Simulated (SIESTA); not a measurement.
Crystal: Zr.

```
Zr
1.0
     3.13501    0.00000    0.00000
    -1.04500    2.95572    0.00000
    -1.04500   -1.47786    2.55973
Zr
1
Direct
  0.00000 0.00000 0.00000
```

This isn't the form of Zr at room conditions, which is hcp.

* Program: SIESTA 5.4.2
* Task: relaxation of cell and atoms
* Functional: PBE
* Potentials or basis: PseudoDojo 0.4 standard (PBE files)
* Basis: SZ (energy shift 0.003 Ry)
* Grid cutoff: 800 Ry
* Energy shift: 0.003 Ry
* k mesh: 7 × 7 × 7
* Occupations: fermi-dirac, width 0.05 eV
* Spin: no spin polarisation

At the start: pressure -9.5 GPa; volume 23.72 Å³/atom.

Problem. Where does the relaxation end?

Solution. Over 7 steps the energy falls by 71.0 meV/atom and the volume is 21.52 Å³/atom (-9.3 %); space group Im-3m (No. 229, to 0.05 Å).

Step by step:
```
step  energy change (eV)  largest force (eV/Å)  pressure (GPa)  volume (Å³)
   1              0.0000                0.0000           -9.53        23.72
   2             -0.0049                0.0000           -9.25        23.64
   3             -0.0699                0.0000            1.46        21.28
   4             -0.0707                0.0000           -0.70        21.66
   5             -0.0710                0.0000            0.30        21.48
   6             -0.0710                0.0000           -0.12        21.55
   7             -0.0710                0.0000            0.03        21.52
```

Final structure:
```xyz
1
Lattice="3.0351 0.0000 0.0000 -1.0117 2.8616 0.0000 -1.0117 -1.4308 2.4782" Properties=species:S:1:pos:R:3 pbc="T T T"
Zr    0.0000    0.0000    0.0000
```

Caveat: the basis has no polarisation orbitals; the basis of atomic orbitals isn't converged, which shifts pressures, moduli and gaps.
